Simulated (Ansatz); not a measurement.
The reference is Ti$_{3}$SiC$_{2}$ (space group P6_3/mmc, No. 194; a = 3.073 Å, c = 17.723 Å). Axes: x lies along a and z along c of the hexagonal cell.

Computed with PBE, PAW, 420 eV (Ansatz, a quantum-chemistry and plane-wave program; spin-orbit coupling left out).

Base values:

The volume per atom is 12.08 Å³, the pressure comes out as 0.0 GPa and the band gap is zero.

Now apply this change: biaxial strain +4.63 %, plane normal [001], relaxed out of plane (Cartesian); in-plane vectors clamped, the third vector and the atoms free.

Task: What does the calculation give for the volume per atom, pressure and band gap after the change?

Result: The volume per atom goes up by 0.80 Å³ (12.08 Å³ → 12.88 Å³); the pressure (mean of the normal stresses, compression positive) goes from zero to -10.4 GPa; the band gap stays zero.

Stability against distortions was not tested. All final runs are without spin polarisation.
